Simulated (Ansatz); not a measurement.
# The perfect (8,0) GaN nanotube, part 2 of 3

Aim: is the (8,0) GaN nanotube a metal or a semiconductor?

Ansatz 0.2.0; DFT PBE, plane waves, PAW; relaxation of a wire's period (the session's first sound run).

So far. Step 2 (Relaxation of atoms and period): The cell's length comes to 5.528 Å with spin left out.

## 3. Bands of the perfect wire

This step: DFT PBE, plane waves, PAW; bands of a perfect wire (Ansatz 0.2.0).

At the relaxed period the bands are computed along the axis; those that cross an energy going forward count the channels that a perfect wire would open there.

input.yaml reads:

```yaml
crystal:
  lattice:
    - [14.96, 0.0, 0.0]
    - [0.0, 14.96, 0.0]
    - [0.0, 0.0, 5.5278547226]
  atoms:
    - { symbol: Ga, position: [0.2267742, 0.499988892, 0.999068478] }
    - { symbol: Ga, position: [0.306775657, 0.693202127, 0.999075493] }
    - { symbol: Ga, position: [0.306775657, 0.306775657, 0.999075493] }
    - { symbol: Ga, position: [0.499988892, 0.773203585, 0.999068478] }
    - { symbol: Ga, position: [0.499988892, 0.2267742, 0.999068478] }
    - { symbol: Ga, position: [0.693202127, 0.693202127, 0.999075493] }
    - { symbol: Ga, position: [0.693202127, 0.306775657, 0.999075493] }
    - { symbol: Ga, position: [0.773203585, 0.499988892, 0.999068478] }
    - { symbol: "N", position: [0.217597323, 0.499988892, 0.334255385] }
    - { symbol: "N", position: [0.300265508, 0.699712277, 0.334266558] }
    - { symbol: "N", position: [0.300265508, 0.300265508, 0.334266558] }
    - { symbol: "N", position: [0.499988892, 0.782380462, 0.334255385] }
    - { symbol: "N", position: [0.499988892, 0.217597323, 0.334255385] }
    - { symbol: "N", position: [0.699712277, 0.699712277, 0.334266558] }
    - { symbol: "N", position: [0.699712277, 0.300265508, 0.334266558] }
    - { symbol: "N", position: [0.782380462, 0.499988892, 0.334255385] }
    - { symbol: Ga, position: [0.247554825, 0.604556441, 0.499071491] }
    - { symbol: Ga, position: [0.247554825, 0.395421343, 0.499071491] }
    - { symbol: Ga, position: [0.395421343, 0.752422959, 0.499071491] }
    - { symbol: Ga, position: [0.395421343, 0.247554825, 0.499071491] }
    - { symbol: Ga, position: [0.604556441, 0.752422959, 0.499071491] }
    - { symbol: Ga, position: [0.604556441, 0.247554825, 0.499071491] }
    - { symbol: Ga, position: [0.752422959, 0.604556441, 0.499071491] }
    - { symbol: Ga, position: [0.752422959, 0.395421343, 0.499071491] }
    - { symbol: "N", position: [0.239061663, 0.608069792, 0.834262218] }
    - { symbol: "N", position: [0.239061663, 0.391907992, 0.834262218] }
    - { symbol: "N", position: [0.391907992, 0.760916121, 0.834262218] }
    - { symbol: "N", position: [0.391907992, 0.239061663, 0.834262218] }
    - { symbol: "N", position: [0.608069792, 0.760916121, 0.834262218] }
    - { symbol: "N", position: [0.608069792, 0.239061663, 0.834262218] }
    - { symbol: "N", position: [0.760916121, 0.608069792, 0.834262218] }
    - { symbol: "N", position: [0.760916121, 0.391907992, 0.834262218] }
kpoints:
  mp_grid: { grid: [1, 1, 15] }
  band_path: { path: ["Γ", Z], npoints: 90 }
scf:
  occupations: { method: fermi_dirac, width: 0.05 }
hamiltonian:
  xc: pbe
output:
  dos: { e_range: [-5, 4] }
  write_potential: true
  write_density: true
  volumetric_format: npy
```

Command:

```
> ansatz run input.yaml --threads 4 --pin off --max-ram 16384MiB --backend cpu --events-out ev --progress --plain --runs-dir out
```

Numbers of over 12 decimals in the logs are rounded to 6 here.

The program printed:

```text
[...]
Crystal: 32 atoms, lattice volume = 1237.143 Å³
Basis set: ecut = 420 eV, 24151 PW (Γ)
Bands: 176, of which v1, the nominal top of the filled ones, is band 144 counted from 1 (143 counted from 0)
Symmetry: 8 space group operations
[...]
k-points: 8 of 15 (time reversal used)
[...]
SCF iter   1: F=—  HF=-66673.321411 eV  |F-HF|=—  |Δ(HF+E_count)|=         —  Δρ=1.84e-3  dr2=4.16e-2  ethr=1.77e-3  ⟨swp⟩=6.2  Hψ=5753  notcnv=0  defer=52
[...]
SCF iter   9: F=-66673.361478 eV  HF=-66673.361478 eV  |F-HF|=2.42e-9  |Δ(HF+E_count)|=   1.74e-8  Δρ=9.12e-7  dr2=1.08e-8  ethr=3.47e-11  ⟨swp⟩=11.1  Hψ=4871  notcnv=0
SCF 1 converged in 9 iterations: F = -66673.361478 eV  dr2 = 1.08e-8
[...]
NSCF: frozen V_eff on 91 k-points
WARN: The output density's exchange-correlation potential varies sharply where the density is thin. Do not read a vacuum level from v_tot or v_xc, or from such a field of the output density. On a cell that repeats whose density bears no net charge and no dipole along the vacuum's axis use v_es (v_loc + v_h of the components); under efield.dipole_correction with no amplitude use v_es + v_field, which holds any externa [...]
SCF converged after 9 iterations
Free energy (F): -66673.361478 eV
[...]
Internal energy: -66673.361478 eV  (E = F + TS)
E sigma→0 (E₀):  -66673.361478 eV
Fermi energy:    -0.057850 eV
[...]
--- Band table (eV; the first three rows and the last of 8) ---
  k-point 0: bands = [... 140 lower, -1.1837, -1.1817, -1.0623, -1.0623, 0.8559, 1.7099, 1.7099, 2.6503, ... 28 higher]
  k-point 1: bands = [... 140 lower, -1.2082, -1.2061, -1.0732, -1.0732, 0.9452, 1.7582, 1.7582, 2.6646, ... 28 higher]
  k-point 2: bands = [... 140 lower, -1.2795, -1.2770, -1.1059, -1.1059, 1.1689, 1.8966, 1.8966, 2.7059, ... 28 higher]
  k-point 7: bands = [... 140 lower, -1.5207, -1.5207, -1.3192, -1.3140, 2.6531, 2.8969, 3.2569, 3.2604, ... 28 higher]
```

The job ended after 9.4 min (4 threads of Arm Neoverse V1, shared host; peak memory 11 GiB).

In the SCF lines HF is the Harris–Foulkes energy and dr2 the Hartree energy of the density residual, in eV; the loop may stop once dr2 is under the threshold and the program's other checks hold. Hψ counts applications of the Hamiltonian.

This step gave:

```yaml
band_gap: 1.918 eV
```

Electronic bands along the path, in eV, zero at the Fermi level; v1 is the highest filled band, c1 the lowest empty one:

| point | v4 | v3 | v2 | v1 | c1 | c2 | c3 | c4 |
| --- | --- | --- | --- | --- | --- | --- | --- | --- |
| Γ | -1.13 | -1.12 | -1.00 | -1.00 | 0.91 | 1.77 | 1.77 | 2.71 |
| halfway | -1.29 | -1.29 | -1.15 | -1.15 | 1.74 | 2.36 | 2.36 | 2.89 |
| Z | -1.51 | -1.51 | -1.26 | -1.26 | 2.84 | 2.85 | 3.31 | 3.31 |

The gap is 1.92 eV, with spin left out.

The path shows a direct gap of 1.92 eV (valence top at Γ, conduction bottom at Γ).

## 4. Strain along the wire, period over the relaxed period 0.96, k-mesh 1×1×12

This step: DFT PBE, plane waves, PAW; relaxation at a fixed period (Ansatz 0.2.0).

The period is set to 0.96 times the relaxed one and the atoms relax within it: strain changes bond lengths and angles, which shifts the bands against each other. Against the first PBE run of this kind, the mesh along the wire has 12 points against 15.

The cell differs from the one that the last finished run ended in (c 5.528 → 5.307 Å).

input.yaml: that of step 3 with these lines changed.

```diff
@@ -4,3 +4,3 @@
     - [0.0, 14.96, 0.0]
-    - [0.0, 0.0, 5.5278547226]
+    - [0.0, 0.0, 5.3067405337]
   atoms:
@@ -39,3 +39,3 @@
 kpoints:
-  mp_grid: { grid: [1, 1, 15] }
+  mp_grid: { grid: [1, 1, 12] }
   band_path: { path: ["Γ", Z], npoints: 90 }
@@ -45,6 +45,6 @@
   xc: pbe
+relax:
+  max_steps: 40
+  f_tol: 0.02
 output:
-  dos: { e_range: [-5, 4] }
-  write_potential: true
-  write_density: true
-  volumetric_format: npy
+  stress: true
```

The program printed:

```text
Warning: output.stress: scf.convergence.dr2_threshold = 1e-7 eV (the SCF's general default) is looser than the 3.2e-9 eV advised for a printed stress (1e-10 eV for each atom of the cell: 32). What an SCF threshold leaves in a stress goes as its square root, and in the free energy as the threshold itself, and one threshold admits the most on a small cell: [figures from the program's tests cut] Every solve of this run  [...]
[...]
Crystal: 32 atoms, lattice volume = 1187.657 Å³
Basis set: ecut = 420 eV, 23245 PW (Γ), exchange–correlation on 200×200×72 points (8 copies of the dense FFT grid, shifted against one another)
Bands: 176, of which v1, the nominal top of the filled ones, is band 144 counted from 1 (143 counted from 0)
Symmetry: 8 space group operations
[...]
k-points: 7 of 12 (time reversal used)
[...]
SCF iter   1: F=—  HF=-66672.098140 eV  |F-HF|=—  |Δ(HF+E_count)|=         —  Δρ=1.69e-3  dr2=2.95e-2  ethr=1.77e-3  ⟨swp⟩=6.0  Hψ=5034  notcnv=0  defer=71
[...]
SCF iter   6: F=-66672.141869 eV  HF=-66672.141870 eV  |F-HF|=4.53e-7  |Δ(HF+E_count)|=   2.58e-6  Δρ=1.13e-5  dr2=1.73e-6  ethr=2.46e-9  ⟨swp⟩=2.0  Hψ=3976  notcnv=0
SCF 1 converged in 6 iterations: F = -66672.141869 eV  dr2 = 1.73e-6
[...]
relax step   1: F+E_penalty+E_count = -66672.14186921 eV  Δ(F+E_penalty+E_count) = +0.000e0 eV  max|allowed force component| = 9.327e-1 eV/Å  Δτ_max = 0.0000 Å  (6 SCF iters, dr2 threshold 1.00e-5 eV, accepted)
[...]
SCF iter   6: F=-66672.486484 eV  HF=-66672.486495 eV  |F-HF|=1.02e-5  |Δ(HF+E_count)|=   2.95e-5  Δρ=2.95e-5  dr2=6.33e-6  ethr=1.44e-8  ⟨swp⟩=4.0  Hψ=4081  notcnv=0
SCF 2 converged in 6 iterations: F = -66672.486484 eV  dr2 = 6.33e-6
relax step   2: F+E_penalty+E_count = -66672.48648443 eV  Δ(F+E_penalty+E_count) = -3.446e-1 eV  max|allowed force component| = 5.896e-1 eV/Å  Δτ_max = 0.0524 Å  (6 SCF iters, dr2 threshold 5.44e-5 eV, accepted)
SCF iter   1: F=—  HF=-66672.733132 eV  |F-HF|=—  |Δ(HF+E_count)|=         —  Δρ=3.91e-3  dr2=2.38e-1  ethr=4.98e-4  ⟨swp⟩=4.0  Hψ=2731  notcnv=0  defer=171
[...]
SCF iter   6: F=-66672.666694 eV  HF=-66672.666699 eV  |F-HF|=4.98e-6  |Δ(HF+E_count)|=   1.24e-5  Δρ=2.21e-5  dr2=4.02e-6  ethr=7.54e-9  ⟨swp⟩=4.0  Hψ=4248  notcnv=0
SCF 3 converged in 6 iterations: F = -66672.666694 eV  dr2 = 4.02e-6
[...]
relax step   3: F+E_penalty+E_count = -66672.66669442 eV  Δ(F+E_penalty+E_count) = -1.802e-1 eV  max|allowed force component| = 4.164e-2 eV/Å  Δτ_max = 0.0428 Å  (6 SCF iters, dr2 threshold 2.17e-5 eV, accepted)
SCF iter   1: F=—  HF=-66672.674946 eV  |F-HF|=—  |Δ(HF+E_count)|=         —  Δρ=7.91e-4  dr2=1.56e-2  ethr=3.48e-5  ⟨swp⟩=2.6  Hψ=2401  notcnv=0  defer=167
[...]
SCF iter   7: F=-66672.669772 eV  HF=-66672.669772 eV  |F-HF|=2.03e-8  |Δ(HF+E_count)|=   1.13e-7  Δρ=1.84e-6  dr2=4.37e-8  ethr=3.47e-11  ⟨swp⟩=3.0  Hψ=5140  notcnv=0
SCF 4 converged in 7 iterations: F = -66672.669772 eV  dr2 = 4.37e-8
[...]
relax step   4: F+E_penalty+E_count = -66672.66977166 eV  Δ(F+E_penalty+E_count) = -3.077e-3 eV  max|allowed force component| = 7.798e-3 eV/Å  Δτ_max = 0.0103 Å  (7 SCF iters, accepted)
[...]
the band table was solved once a step of the walk had ended and its energy, with any forces and stress, was formed, with the checks that follow a solve (5859 applications of the Hamiltonian). They found nothing against the state; the energy, forces and stress were not computed again (output.eigenvalues in the input reference)
[...]
SCF converged after 7 iterations
Free energy (F): -66672.669772 eV
[...]
Internal energy: -66672.669772 eV  (E = F + TS)
E sigma→0 (E₀):  -66672.669772 eV
Fermi energy:    0.146672 eV
[...]
--- Forces (eV/Å), atoms counted from 1 ---
  atom   1  Ga    -0.00589434     0.00000000    -0.00779709
  atom   2  Ga    -0.00424073     0.00424073    -0.00766622
  atom   3  Ga    -0.00424073    -0.00424073    -0.00766622
  atom   4  Ga     0.00000000     0.00589434    -0.00779709
  atom   5  Ga     0.00000000    -0.00589434    -0.00779709
  atom   6  Ga     0.00424073     0.00424073    -0.00766622
  atom   7  Ga     0.00424073    -0.00424073    -0.00766622
  atom   8  Ga     0.00589434    -0.00000000    -0.00779709
  atom   9  N      0.00729558     0.00000000     0.00763814
  atom  10  N      0.00526756    -0.00526756     0.00772361
  atom  11  N      0.00526756     0.00526756     0.00772361
  atom  12  N     -0.00000000    -0.00729558     0.00763814
  atom  13  N     -0.00000000     0.00729558     0.00763814
  atom  14  N     -0.00526756    -0.00526756     0.00772361
  atom  15  N     -0.00526756     0.00526756     0.00772361
  atom  16  N     -0.00729558     0.00000000     0.00763814
  atom  17  Ga    -0.00542735     0.00255513    -0.00771033
  atom  18  Ga    -0.00542735    -0.00255513    -0.00771033
  atom  19  Ga    -0.00255513     0.00542735    -0.00771033
  atom  20  Ga    -0.00255513    -0.00542735    -0.00771033
  atom  21  Ga     0.00255513     0.00542735    -0.00771033
  atom  22  Ga     0.00255513    -0.00542735    -0.00771033
  atom  23  Ga     0.00542735     0.00255513    -0.00771033
  atom  24  Ga     0.00542735    -0.00255513    -0.00771033
  atom  25  N      0.00699017    -0.00245370     0.00776338
  atom  26  N      0.00699017     0.00245370     0.00776338
  atom  27  N      0.00245370    -0.00699017     0.00776338
  atom  28  N      0.00245370     0.00699017     0.00776338
  atom  29  N     -0.00245370    -0.00699017     0.00776338
  atom  30  N     -0.00245370     0.00699017     0.00776338
  atom  31  N     -0.00699017    -0.00245370     0.00776338
  atom  32  N     -0.00699017     0.00245370     0.00776338
  max |Σ_I F_I| component: 1.81e-5 eV/Å
--- Stress (GPa, compression-positive) ---
       -0.007771       0.000000      -0.000000
        0.000000      -0.007771       0.000000
       -0.000000       0.000000       4.417710
  P = ⅓ Tr σ = 1.4674 GPa (14.674 kbar)
--- Band table (eV; the first three rows and the last of 7) ---
  k-point 0: bands = [... 140 lower, -1.0231, -0.9453, -0.9453, -0.8665, 1.1198, 1.9877, 1.9877, 2.8246, ... 28 higher]
  k-point 1: bands = [... 140 lower, -1.0620, -1.0403, -0.9622, -0.9622, 1.2537, 2.0596, 2.0596, 2.8330, ... 28 higher]
  k-point 2: bands = [... 140 lower, -1.1770, -1.1740, -1.0125, -1.0125, 1.5600, 2.2620, 2.2620, 2.8651, ... 28 higher]
  k-point 6: bands = [... 140 lower, -1.4726, -1.4726, -1.2262, -1.2200, 2.9521, 2.9593, 3.4133, 3.4167, ... 28 higher]
--- Relaxed structure (4 steps of the walk, 4 accepted, 0 SCFs on fresh bases) ---
  F+E_penalty+E_count = -66672.66977166 eV   max|allowed force component| = 7.798e-3 eV/Å
  atoms:
    - { symbol: Ga, position: [0.221967, 0.499989, 0.994250] }
    - { symbol: Ga, position: [0.303370, 0.696608, 0.994260] }
    - { symbol: Ga, position: [0.303370, 0.303370, 0.994260] }
    - { symbol: Ga, position: [0.499989, 0.778011, 0.994250] }
    - { symbol: Ga, position: [0.499989, 0.221967, 0.994250] }
    - { symbol: Ga, position: [0.696608, 0.696608, 0.994260] }
    - { symbol: Ga, position: [0.696608, 0.303370, 0.994260] }
    - { symbol: Ga, position: [0.778011, 0.499989, 0.994250] }
    - { symbol: N, position: [0.211313, 0.499989, 0.339071] }
    - { symbol: N, position: [0.295805, 0.704172, 0.339085] }
    - { symbol: N, position: [0.295805, 0.295805, 0.339085] }
    - { symbol: N, position: [0.499989, 0.788665, 0.339071] }
    - { symbol: N, position: [0.499989, 0.211313, 0.339071] }
    - { symbol: N, position: [0.704172, 0.704172, 0.339085] }
    - { symbol: N, position: [0.704172, 0.295805, 0.339085] }
    - { symbol: N, position: [0.788665, 0.499989, 0.339071] }
    - { symbol: Ga, position: [0.243110, 0.606400, 0.494254] }
    - { symbol: Ga, position: [0.243110, 0.393578, 0.494254] }
    - { symbol: Ga, position: [0.393578, 0.756868, 0.494254] }
    - { symbol: Ga, position: [0.393578, 0.243110, 0.494254] }
    - { symbol: Ga, position: [0.606400, 0.756868, 0.494254] }
    - { symbol: Ga, position: [0.606400, 0.243110, 0.494254] }
    - { symbol: Ga, position: [0.756868, 0.606400, 0.494254] }
    - { symbol: Ga, position: [0.756868, 0.393578, 0.494254] }
    - { symbol: N, position: [0.233244, 0.610479, 0.839079] }
    - { symbol: N, position: [0.233244, 0.389499, 0.839079] }
    - { symbol: N, position: [0.389499, 0.766734, 0.839079] }
    - { symbol: N, position: [0.389499, 0.233244, 0.839079] }
    - { symbol: N, position: [0.610479, 0.766734, 0.839079] }
    - { symbol: N, position: [0.610479, 0.233244, 0.839079] }
    - { symbol: N, position: [0.766734, 0.610479, 0.839079] }
    - { symbol: N, position: [0.766734, 0.389499, 0.839079] }
```

Elapsed: 10 min, on 4 threads; peak memory 11 GiB.

Step by step:

| step | energy less that of the first step (eV) | largest force component (eV/Å) |
| --- | --- | --- |
| 1 | 0.0000 | 0.9327 |
| 2 | -0.3446 | 0.5896 |
| 3 | -0.5248 | 0.0416 |
| 4 | -0.5279 | 0.0078 |

Forces are held to the 8 operations that the run works with; a distortion that breaks them can't arise in this run.

The atoms that moved most (Å):

| atom | dx | dy | dz | length |
| --- | --- | --- | --- | --- |
| N11 | -0.067 | -0.067 | 0.026 | 0.098 |
| N10 | -0.067 | 0.067 | 0.026 | 0.098 |
| N15 | 0.067 | -0.067 | 0.026 | 0.098 |
| N14 | 0.067 | 0.067 | 0.026 | 0.098 |
| N31 | 0.087 | 0.036 | 0.026 | 0.098 |
| N29 | 0.036 | 0.087 | 0.026 | 0.098 |
| N27 | -0.036 | 0.087 | 0.026 | 0.098 |
| N32 | 0.087 | -0.036 | 0.026 | 0.098 |

Final coordinates:

```xyz
32
Lattice="14.9600 0.0000 0.0000 0.0000 14.9600 0.0000 0.0000 0.0000 5.3067" Properties=species:S:1:pos:R:3
Ga    3.3206    7.4798    5.2762
Ga    4.5384   10.4212    5.2763
Ga    4.5384    4.5384    5.2763
Ga    7.4798   11.6390    5.2762
Ga    7.4798    3.3206    5.2762
Ga   10.4212   10.4212    5.2763
Ga   10.4212    4.5384    5.2763
Ga   11.6390    7.4798    5.2762
N     3.1612    7.4798    1.7994
N     4.4252   10.5344    1.7994
N     4.4252    4.4252    1.7994
N     7.4798   11.7984    1.7994
N     7.4798    3.1612    1.7994
N    10.5344   10.5344    1.7994
N    10.5344    4.4252    1.7994
N    11.7984    7.4798    1.7994
Ga    3.6369    9.0717    2.6229
Ga    3.6369    5.8879    2.6229
Ga    5.8879   11.3227    2.6229
Ga    5.8879    3.6369    2.6229
Ga    9.0717   11.3227    2.6229
Ga    9.0717    3.6369    2.6229
Ga   11.3227    9.0717    2.6229
Ga   11.3227    5.8879    2.6229
N     3.4893    9.1328    4.4528
N     3.4893    5.8269    4.4528
N     5.8269   11.4703    4.4528
N     5.8269    3.4893    4.4528
N     9.1328   11.4703    4.4528
N     9.1328    3.4893    4.4528
N    11.4703    9.1328    4.4528
N    11.4703    5.8269    4.4528
```

Numbers from this step:

```
band gap : 1.986 eV
```

Electronic bands along the path, in eV, zero at the Fermi level; v1 is the highest filled band, c1 the lowest empty one:

| point | v4 | v3 | v2 | v1 | c1 | c2 | c3 | c4 |
| --- | --- | --- | --- | --- | --- | --- | --- | --- |
| Γ | -1.17 | -1.09 | -1.09 | -1.01 | 0.97 | 1.84 | 1.84 | 2.68 |
| halfway | -1.42 | -1.41 | -1.24 | -1.24 | 1.77 | 2.41 | 2.41 | 2.78 |
| Z | -1.62 | -1.62 | -1.37 | -1.37 | 2.81 | 2.81 | 3.27 | 3.27 |

The gap is 1.99 eV, against 1.92 eV under PBE at the relaxed period.

(Continued in part 3 of 3.)

[Logs are printed without paths, hosts, clocks, repeated set-up lines and the standing remarks that a program may print on its own settings, such as how far it seeks lower states.]

[Hosts, paths, dates, database ids (printed as entryN), source tags and the programs' standing remarks are cut or masked in the printed files.]
